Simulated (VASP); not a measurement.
# Ru (Fd-3m) in VASP: a series of runs, part 3 of 3

VASP 6.6.1. Earlier steps stand in the parts before.

## Step 5: Relaxation of cell and atoms, BLYP

This run uses another cell than the first one, of 18.30 Å³/atom, 0.862 times its volume.

Input file INCAR:

```
PREC = Accurate
ENCUT = 600
EDIFF = 1E-7
ISMEAR = -1
SIGMA = 0.1
LREAL = False
LASPH = True
NELM = 60
ALGO = Fast
ISIF = 3
LWAVE = False
LCHARG = False
GGA = B5
ALDAX = 1.0
AGGAX = 1.0
AGGAC = 1.0
ALDAC = 0.0
IBRION = 2
NSW = 80
EDIFFG = -0.01
```

Input file KPOINTS:

```
regular mesh
0
Gamma
  10 10 10
```

Input file POSCAR:

```
Ru
1.0
    0.0000000000      2.6351714020      2.6351714020
    2.6351714020      0.0000000000      2.6351714020
    2.6351714020      2.6351714020      0.0000000000
Ru
2
Direct
    0.1250000000      0.1250000000      0.1250000000
    0.8750000000      0.8750000000      0.8750000000
```

Potentials or basis: VASP PAW PBE potentials, release 64 (Ru_pv).

Run with:

```
cat potpaw_PBE.64/Ru_pv/POTCAR > POTCAR
mpirun -np 1 vasp_std > vasp.out
```

OUTCAR:

```text
PREC = Accurate
   ENCUT = 600
   EDIFF = 1E-7
   ISMEAR = -1
   LREAL = False
   LASPH = True
   NELM = 60
   ISIF = 3
   GGA = B5
   IBRION = 2
   NSW = 80
   EDIFFG = -0.01

 ion  position               nearest neighbor table
   1  0.125  0.125  0.125-   2 2.28   2 2.28   2 2.28   2 2.28
   2  0.875  0.875  0.875-   1 2.28   1 2.28   1 2.28   1 2.28

  LATTYP: Found a face centered cubic cell.
 ALAT       =     5.2703428040

  Lattice vectors:

 A1 = (   0.0000000000,   2.6351714020,   2.6351714020)
 A2 = (   2.6351714020,   0.0000000000,   2.6351714020)
 A3 = (   2.6351714020,   2.6351714020,   0.0000000000)

Analysis of symmetry for initial positions (statically):
=====================================================================
 Subroutine PRICEL returns:
 Original cell was already a primitive cell.

 Routine SETGRP: Setting up the symmetry group for a
 face centered cubic supercell.

 Subroutine GETGRP returns: Found 48 space group operations
 (whereof 12 operations were pure point group operations)
 out of a pool of 48 trial point group operations.

The static configuration has the point symmetry D_3d.
 The point group associated with its full space group is O_h .

Analysis of symmetry for dynamics (positions and initial velocities):
=====================================================================
 Subroutine PRICEL returns:
 Original cell was already a primitive cell.

 Routine SETGRP: Setting up the symmetry group for a
 face centered cubic supercell.

 Subroutine GETGRP returns: Found 48 space group operations
 (whereof 12 operations were pure point group operations)
 out of a pool of 48 trial point group operations.

The dynamic configuration has the point symmetry D_3d.
 The point group associated with its full space group is O_h .

 Subroutine INISYM returns: Found 48 space group operations
 (whereof 12 operations are pure point group operations),
 and found     1 'primitive' translations

----------------------------------------------------------------------------------------

                                     Primitive cell

  volume of cell :      36.5979

  direct lattice vectors                    reciprocal lattice vectors
     0.000000000  2.635171402  2.635171402    -0.189740978  0.189740978  0.189740978
     2.635171402  0.000000000  2.635171402     0.189740978 -0.189740978  0.189740978
     2.635171402  2.635171402  0.000000000     0.189740978  0.189740978 -0.189740978

  length of vectors
     3.726695136  3.726695136  3.726695136     0.328641015  0.328641015  0.328641015

  position of ions in fractional coordinates (direct lattice)
     0.125000000  0.125000000  0.125000000
     0.875000000  0.875000000  0.875000000

  ion indices of the primitive-cell ions
   primitive index   ion index
                 1           1
                 2           2

----------------------------------------------------------------------------------------

 KPOINTS: regular mesh

Automatic generation of k-mesh.
 Grid dimensions read from file:
 generate k-points for:   10   10   10

 Generating k-lattice:

  Cartesian coordinates                     Fractional coordinates (reciprocal lattice)
    -0.018974098  0.018974098  0.018974098     0.100000000  0.000000000  0.000000000
     0.018974098 -0.018974098  0.018974098     0.000000000  0.100000000  0.000000000
     0.018974098  0.018974098 -0.018974098     0.000000000  0.000000000  0.100000000
[... 40 lines left out ...]
   number of dos      NEDOS =    301   number of ions     NIONS =      2
   total plane-waves  NPLWV =  27000
   dimension x,y,z NGX =    30 NGY =   30 NGZ =   30
   dimension x,y,z NGXF=    60 NGYF=   60 NGZF=   60
   ions per type =               2
   NGX,Y,Z   is equivalent  to a cutoff of  13.38, 13.38, 13.38 a.u.
   NGXF,Y,Z  is equivalent  to a cutoff of  26.77, 26.77, 26.77 a.u.
 SYSTEM =  unknown system
   PREC   = accura    normal or accurate (medium, high low for compatibility)
   ISTART =      0    job   : 0-new  1-cont  2-samecut
   ICHARG =      2    charge: 1-file 2-atom 10-const
   ISPIN  =      1    spin polarized calculation?
   LNONCOLLINEAR =      F non collinear calculations
   LSORBIT =      F    spin-orbit coupling
   LASPH  =      T    aspherical Exc in radial PAW
   ENCUT  =  600.0 eV  44.10 Ry    6.64 a.u.   7.44  7.44  7.44*2*pi/ulx,y,z
   NELM   =     60;   NELMIN=  2; NELMDL= -5     # of ELM steps
   EDIFF  = 0.1E-06   stopping-criterion for ELM
   LREAL  =      F    real-space projection
   EDIFFG = -.1E-01   stopping-criterion for IOM
   NSW    =     80    number of steps for IOM
   IBRION =      2    ionic relax: 0-MD 1-quasi-New 2-CG
   NFREE  =      1    steps in history (QN), initial steepest desc. (CG)
   ISIF   =      3    stress and relaxation
   ISYM   =      2    0-nonsym 1-usesym 2-fastsym
   POTIM  = 0.5000    time-step for ionic-motion
   TEBEG  =    0.0;   TEEND  =   0.0 temperature during run
   PSTRESS=    0.0 pullay stress
   NELECT =      28.0000    total number of electrons
   NUPDOWN=      -1.0000    fix difference up-down
   EMIN   =  10.00;   EMAX   =-10.00  energy-range for DOS
   EFERMI =   0.00;   METHOD = LEGACY
   ISMEAR =    -1;   SIGMA  =   0.10  broadening in eV -4-tet -1-fermi 0-gaus
   EFERMI_NEDOS =   21; number of points for ismear=-14 and -15
   IALGO  =     68    algorithm
   IMIX   =      4    mixing-type and parameters
     AMIX     =   0.40;   BMIX     =  1.00
     AMIX_MAG =   1.60;   BMIX_MAG =  1.00
  volume/ion in A,a.u.               =      18.30       123.49
  Fermi-wavevector in a.u.,A,eV,Ry     =   1.497299  2.829486 30.502975  2.241905
  Thomas-Fermi vector in A             =   2.609205
   LORBIT       =      0    0 simple, 1 ext, 2 COOP (PROOUT), +10 PAW based schemes
   GGA     = B5    functional components
   LHFCALC =     F    Hartree Fock is set to
   AEXX    =    0.0000 exact exchange contribution
   IVDW    =     0    specifies the selected vdW correction
   LEPSILON=     F    determine dielectric tensor
   LRPA    =     F    only Hartree local field effects (RPA)
 conjugate gradient relaxation of ions
 non-spin polarized calculation
 RMM-DIIS sequential band-by-band and
  energy-cutoff  :      600.00
  volume of cell :       36.60
 maximum number of plane-waves:      1243
 NGX is ok and might be reduce to    30
   NGX = 15   NGY = 15   NGZ = 15

--------------------------------------- Ionic step        1  -------------------------------------------

 number of electron      28.0000009 magnetization

 Free energy of the ion-electron system (eV)
  ---------------------------------------------------
  ext. energy  EPLUGINS =         0.00000000
  ---------------------------------------------------
  free energy    TOTEN  =       -13.90360395 eV

  energy without entropy =      -13.85003780  energy(sigma->0) =      -13.87682088

------------------------ aborting loop because EDIFF is reached ----------------------------------------

  FORCE on cell =-STRESS in cart. coord.  units (eV):
  Direction    XX          YY          ZZ          XY          YZ          ZX
  --------------------------------------------------------------------------------------
  -------------------------------------------------------------------------------------
  Total        7.1757169      7.1757169      7.1757169     -0.0000000      0.0000000     -0.0000000
  in kB      314.1371331    314.1371331    314.1371331     -0.0000000      0.0000000     -0.0000000
  external PRESSURE =     314.1371331 kB  Pullay stress =       0.0000000 kB
[... 23 lines left out ...]
--------------------------------------- Ionic step        2  -------------------------------------------

 number of electron      28.0000006 magnetization

 E-fermi :   3.6181     XC(G=0):  -8.8243

 val. band max:        3.6084452301   @ k =   0.4000   0.1000   0.0000
 cond. band min:       3.6409961856   @ k =   0.3000   0.2000   0.1000
 fundamental gap:      0.0325509555
 Fermi energy:         3.6180875208

 k-point     1 :       0.0000    0.0000    0.0000
  band No.  band energies     occupation
      1     -38.6733      2.00000
      2     -38.6733      2.00000
      3     -38.6733      2.00000
      4     -38.3820      2.00000
      5     -38.3820      2.00000
      6     -38.3820      2.00000
[... 602 lines left out ...]
--------------------------------------- Ionic step        5  -------------------------------------------

 number of electron      28.0000004 magnetization

 Free energy of the ion-electron system (eV)
  ---------------------------------------------------
  ext. energy  EPLUGINS =         0.00000000
  ---------------------------------------------------
  free energy    TOTEN  =       -14.41421595 eV

  energy without entropy =      -14.34919501  energy(sigma->0) =      -14.38170548

 E-fermi :   6.9403     XC(G=0): -10.4315

 val. band max:        6.9362333079   @ k =   0.4000   0.0000   0.0000
 cond. band min:       6.9773718710   @ k =   0.3000   0.2000   0.1000
 fundamental gap:      0.0411385631
 Fermi energy:         6.9403085397

 k-point     1 :       0.0000    0.0000    0.0000
  band No.  band energies     occupation
      1     -35.9510      2.00000
      2     -35.9510      2.00000
      3     -35.9510      2.00000
      4     -35.1843      2.00000
      5     -35.1843      2.00000
      6     -35.1843      2.00000
[... 524 lines left out ...]
  FREE ENERGIE OF THE ION-ELECTRON SYSTEM (eV)
  ---------------------------------------------------
  free  energy   TOTEN  =       -14.4142159470 eV

  energy  without entropy=      -14.3491950115  energy(sigma->0) =      -14.38170548

 reached required accuracy - stopping structural energy minimisation
```

OSZICAR:

```text
N       E                     dE             d eps       ncg     rms          rms(c)
DAV:   1     0.312229095243E+03    0.31223E+03   -0.19101E+04  1692   0.182E+03
DAV:   2    -0.685604972182E+01   -0.31909E+03   -0.31283E+03  1822   0.503E+02
DAV:   3    -0.142181703483E+02   -0.73621E+01   -0.71104E+01  1906   0.798E+01
[... 63 lines left out ...]
RMM:   3    -0.144141228594E+02   -0.26813E-03   -0.29675E-03  1695   0.296E-01    0.685E-02
RMM:   4    -0.144142059523E+02   -0.83093E-04   -0.39603E-04  1692   0.149E-01    0.189E-02
RMM:   5    -0.144142157667E+02   -0.98144E-05   -0.10929E-04  1719   0.678E-02    0.495E-03
RMM:   6    -0.144142159236E+02   -0.15698E-06   -0.16084E-05  1767   0.254E-02    0.199E-03
RMM:   7    -0.144142159024E+02    0.21214E-07   -0.34172E-06  1737   0.112E-02    0.108E-03
RMM:   8    -0.144142159470E+02   -0.44580E-07   -0.62991E-07  1265   0.664E-03
   5 F= -.14414216E+02 E0= -.14381705E+02  d E =-.510612E+00
```

CONTCAR:

```text
Ru
   1.00000000000000
    -0.0000000000000000    2.7725537981389929    2.7725537981389929
     2.7725537981389929   -0.0000000000000000    2.7725537981389929
     2.7725537981389929    2.7725537981389929    0.0000000000000000
  Ru
     2
Direct
     0.1250000000000000    0.1250000000000000    0.1250000000000000
     0.8750000000000000    0.8750000000000000    0.8750000000000000

  0.00000000E+00  0.00000000E+00  0.00000000E+00
  0.00000000E+00  0.00000000E+00  0.00000000E+00
```

It took 2.7 min on 1 thread of Intel Xeon Platinum 8488C (Sapphire Rapids), shared host; peak memory 0.19 GiB.

What came out:

| Property | Result |
| --- | --- |
| Free energy | -14.4142 eV |
| Relaxed volume | 21.31 Å³/atom |
| Relaxed cell | a = 3.921 Å, b = 3.921 Å, c = 3.921 Å, α = 60.00°, β = 60.00°, γ = 60.00° |
| Space group after relaxing (to 0.05 Å) | Fd-3m (No. 227) |
| Energy gained by relaxing | 255.3 meV/atom |
| Ionic steps | 5 |
| Pressure after relaxing | 0.0 GPa |
| Band gap on the k mesh | none (metal or under the smearing width) |

Step by step:
```csv
step,energy change (eV),largest force (eV/Å),pressure (GPa),volume (Å³)
1,0.0000,0.0000,31.41,36.60
2,0.9712,0.0000,-20.81,59.08
3,-0.5049,0.0000,-2.40,43.38
4,-0.5103,0.0000,-0.53,42.79
5,-0.5106,0.0000,0.00,42.63
```

Final structure:
```yaml
crystal:
  lattice:
    - [0.00000, 2.77255, 2.77255]
    - [2.77255, 0.00000, 2.77255]
    - [2.77255, 2.77255, 0.00000]
  atoms:
    - { symbol: Ru, position: [0.12500, 0.12500, 0.12500] }
    - { symbol: Ru, position: [0.87500, 0.87500, 0.87500] }
```

Levels at points of the mesh, in eV from the Fermi level:
```csv
k point,band 10,band 11,band 12,band 13,band 14,band 15,band 16,band 17,band 18
"(0.00, 0.00, 0.00)",-3.02,-3.02,-3.02,-0.47,-0.47,-0.47,1.67,1.67,10.55
"(0.50, 0.00, 0.00)",-3.22,-3.22,-3.03,-0.14,0.18,0.18,1.26,1.26,2.85
"(0.50, 0.50, 0.00)",-3.21,-1.34,-1.34,-1.18,-1.18,1.53,1.53,3.25,3.25
```

Caveat: the volume moved by over 15 % at a fixed basis, so the end points are rough; the PAW data sets were made with another functional, which shifts forces and pressure a little.

## Step 6: Summary

```csv
task,cell,k mesh,cutoff (eV),gap on the mesh (eV),pressure (GPa)
single point,"Fd-3m, 21.23 Å³/atom",16 × 16 × 16,520,none,0.6
single point,"Fd-3m, 22.93 Å³/atom",11 × 11 × 11,520,none,-8.7
single point,"Fd-3m, 21.23 Å³/atom",10 × 10 × 10,520,none,0.6
relaxation of cell and atoms,relaxed,10 × 10 × 10,600,none,0.0
```

Alike in all rows: level BLYP; potentials or basis VASP PAW PBE potentials, release 64 (Ru_pv); no spin polarisation; smearing fermi-dirac 0.1 eV.

Every run on the cell as given and a fine mesh finds a metal.

Caveats: the PAW data sets were made with another functional, which shifts forces and pressure a little; the volume moved by over 15 % at a fixed basis, so the end points are rough (some runs).

Total energies depend on the potentials used, so only differences within one code and one set of settings carry meaning.
